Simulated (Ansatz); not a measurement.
This is a single-point calculation with Ansatz 0.2.0 on BN in the wurtzite structure; the level of theory is r2SCAN. The cell was relaxed with r2SCAN and then strained (uniaxial +4.0 % along z, other directions held), with the atoms relaxed again with r2SCAN; k points keep the names of the unstrained zone.

Input file:
```yaml
crystal:
  lattice:
    - [2.5439500026, 0.0, 0.0]
    - [-1.2719750013, 2.2031253282, 0.0]
    - [0.0, 0.0, 4.376127952]
  atoms:
    - { symbol: B, position: [0.3333333333, 0.6666666667, -0.0009744033] }
    - { symbol: B, position: [0.6666666667, 0.3333333333, 0.4990255967] }
    - { symbol: "N", position: [0.3333333333, 0.6666666667, 0.3759744033] }
    - { symbol: "N", position: [0.6666666667, 0.3333333333, 0.8759744033] }
kpoints:
  mp_grid: { grid: [12, 12, 6] }
  band_path:
    path:
      - [0.0, 0.0, 0.0]
      - [0.5, 0.0, 0.0]
      - [0.3333333333, 0.3333333333, 0.0]
      - [0.0, 0.0, 0.5]
      - [0.5, 0.0, 0.5]
      - [0.3333333333, 0.3333333333, 0.5]
      - [0.1, 0.0, 0.0]
    npoints: 1
hamiltonian:
  xc: r2scan
scf:
  occupations: { method: fixed }
  n_extra_bands: 5
output:
  forces: true
  stress: true
  eigenvalues: true
```

Command: `ansatz run input.yaml --threads 4 --pin off --max-ram 4608MiB --backend cpu --events-out ev --progress --plain --runs-dir out`. It took 6.6 s on 4 threads of Intel(R) Xeon(R) Processor @ 2.50GHz (Skylake/Cascade Lake), on a shared host, load about 0.8 per core; peak host memory 0.4 GiB.

The output, standing remarks left out:
```
scf.n_extra_bands = 5 over 8 filled bands (N_el = 16.0): the run solves 13 bands
Functional definition: r2SCAN
Crystal: 4 atoms, lattice volume = 24.527 Å³
Basis set: ecut = 500 eV, 639 PW (Γ)
Symmetry: 12 space group operations
Space group: P63mc (ITA 186)
k-points: 76 of 864 (time reversal used)
SCF 1 converged in 6 iterations: F = -1087.824100 eV  dr2 = 3.88e-8
Free energy (F): -1087.824100 eV
Fermi energy:    10.553669 eV
--- Forces (eV/Å), atoms counted from 1 ---
  atom   1  B       0.00000      0.00000    -0.00356
  atom   2  B       0.00000      0.00000    -0.00356
  atom   3  N       0.00000      0.00000      0.00349
  atom   4  N       0.00000      0.00000      0.00349
--- Stress (GPa, compression-positive) ---
       -2.064550       0.000000       0.000000
        0.000000      -2.064550       0.000000
        0.000000       0.000000     -35.712275
  P = ⅓ Tr σ = -13.2805 GPa (-132.805 kbar)
--- Band table (eV; the first three rows and the last of 76) ---
  k-point 0: bands = […, -0.4089, 8.7341, 8.7341, 10.2788, 10.5537, 10.5537, 18.2749, 19.9274, 19.9274, 21.0861, …]
  k-point 1: bands = […, 0.3451, 8.8374, 8.8374, 9.2425, 10.4074, 10.4074, 19.0719, 20.1084, 20.1084, 21.0853, …]
  k-point 2: bands = […, 2.1656, 7.0028, 9.1305, 9.1305, 10.0303, 10.0303, 20.4055, 20.6131, 20.6131, 21.0727, …]
  k-point 75: bands = […, 1.6981, 1.6981, 2.7982, 2.7982, 7.4274, 7.4274, 19.6754, 19.6754, 21.0636, 21.0636, …]
```

The rows of the band table are 0: (0, 0, 0) = Γ, 1: (0, 0, 1/6), 2: (0, 0, 1/3), 75: (1/3, 1/3, -1/2) = H.

The file bands.tsv (bands near the Fermi energy, numbered from 0, rounded):
```tsv
# k_distance	band_3	band_4	band_5	band_6	band_7	band_8	band_9	band_10	band_11
# fermi_ev = 10.553669
# [0, 0, 0] at k_distance = 0.000000
# [0.5, 0, 0] at k_distance = 1.425971
# [0.3333333333, 0.3333333333, 0] at k_distance = 2.249256
# [0, 0, 0.5] at k_distance = 4.045519
# [0.5, 0, 0.5] at k_distance = 5.471490
# [0.3333333333, 0.3333333333, 0.5] at k_distance = 6.294774
# [0.1, 0, 0] at k_distance = 7.874186
# levels_relative_to = fermi_ev
0.000	-1.820	-1.820	-0.275	0.000	0.000	7.721	9.374	9.374	10.532
1.426	-8.258	-6.795	-4.770	-4.132	-2.288	7.580	8.280	11.647	11.693
2.249	-7.530	-7.530	-5.790	-5.195	-5.195	5.821	12.888	12.888	14.682
4.046	-6.054	-0.994	-0.994	-0.994	-0.994	10.420	10.420	10.791	10.791
5.471	-10.102	-3.693	-3.693	-3.669	-3.669	6.897	6.897	10.312	10.312
6.295	-8.856	-7.755	-7.755	-3.126	-3.126	9.122	9.122	10.510	10.510
7.874	-2.834	-2.223	-0.870	-0.440	-0.254	7.857	9.199	9.828	11.239
```
In order the rows are Γ, M, K, A, L, H, Γ–M (0.20).

r2SCAN gives an indirect gap of 5.82 eV, from Γ to K; the least direct gap is 7.72 eV at Γ. Edges are sought over the mesh and the listed points. The mean pressure at these positions is -13.28 GPa, compression counted positive.

No spin polarisation and no zero-point or thermal motion.
